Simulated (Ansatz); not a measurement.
Program: Ansatz. Geometries: PBE0-D4/def2-TZVP. ΔE: electronic, gas phase. CBS: MP2 limit from def2 TZ/QZ plus the TZ coupled-cluster correction, frozen cores. This one scheme is used for every species. One conformer a species, not always the lowest.

`CCCCOC` + `OB(S)Cl` → `COB(S)Cl` + `CCCCO`  (substitution at a C–O bond)

| species | CCSD(T)/def2-TZVPP energy (Eh) |
| --- | --- |
| `CCCCOC` | -272.50648 |
| `OB(S)Cl` | -958.71304 |
| `COB(S)Cl` | -997.93418 |
| `CCCCO` | -233.28046 |

Q: Work out ΔE.

A: ΔE = (-997.93418) + (-233.28046) − (-272.50648) − (-958.71304) = 0.00488 Eh = +12.8 kJ/mol. CCSD(T)/CBS gives +12.0 kJ/mol.

Largest T1 diagnostic among the species: 0.012.
